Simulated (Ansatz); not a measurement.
MnO:

```
Mn O
1.0
     0.00000    2.22391    2.22391
     2.22391    0.00000    2.22391
     2.22391    2.22391    0.00000
Mn O
1 1
Direct
  0.00000 0.00000 0.00000
  0.50000 0.50000 0.50000
```

The cell is a database's computed one.

* Program: Ansatz 0.2.0
* Task: relaxation of cell and atoms
* Functional: HSEsol
* Potentials or basis: Ansatz PAW
* Cutoff: 420 eV (not typed: the program's choice for these potentials)
* k mesh: 5 × 5 × 5
* Occupations: fermi-dirac, width 0.05 eV
* Spin: collinear spin, ferromagnetic start
* Starting moments: [4.0, 0.0] μB

At the start: volume 11.00 Å³/atom.

**Question.** How do energy, volume and symmetry change on relaxing?

**Answer.** It ends after 6 steps and the volume is 10.75 Å³/atom (-2.3 %); space group Fm-3m (No. 225, to 0.05 Å); moment 5.00 μB per cell.

The path:
| step | energy change (eV) | largest force (eV/Å) | volume (Å³) |
| --- | --- | --- | --- |
| 1 | 0.0000 | 0.0000 | 22.00 |
| 2 | -0.0071 | 0.0000 | 21.61 |
| 3 | -0.0077 | 0.0000 | 21.51 |
| 4 | -0.0053 | 0.0000 | 21.51 |
| 5 | -0.0054 | 0.0000 | 21.50 |
| 6 | -0.0054 | 0.0000 | 21.50 |

Final structure:
```
Mn O
1.0
     0.00000    2.20698    2.20698
     2.20698    0.00000    2.20698
     2.20698    2.20698    0.00000
Mn O
1 1
Cartesian
  0.0000 0.0000 0.0000
  2.2070 2.2070 2.2070
```

Caveat: the k mesh is coarse (spacing up to 0.49 Å⁻¹), so the values aren't converged, least of all with exact exchange; the magnetic or orbital state may not be the lowest; the plane-wave basis is chosen anew once the cell has moved, so the energies of steps on either side of that aren't comparable; the pressure holds a Pulay correction of +0.6 GPa for the finite cutoff; a cell with one magnetic atom can't hold antiferromagnetic order, which such compounds often take; the PAW data sets come from PBE, with cores solved anew for the run's functional, which leaves a small shift of forces and pressure.
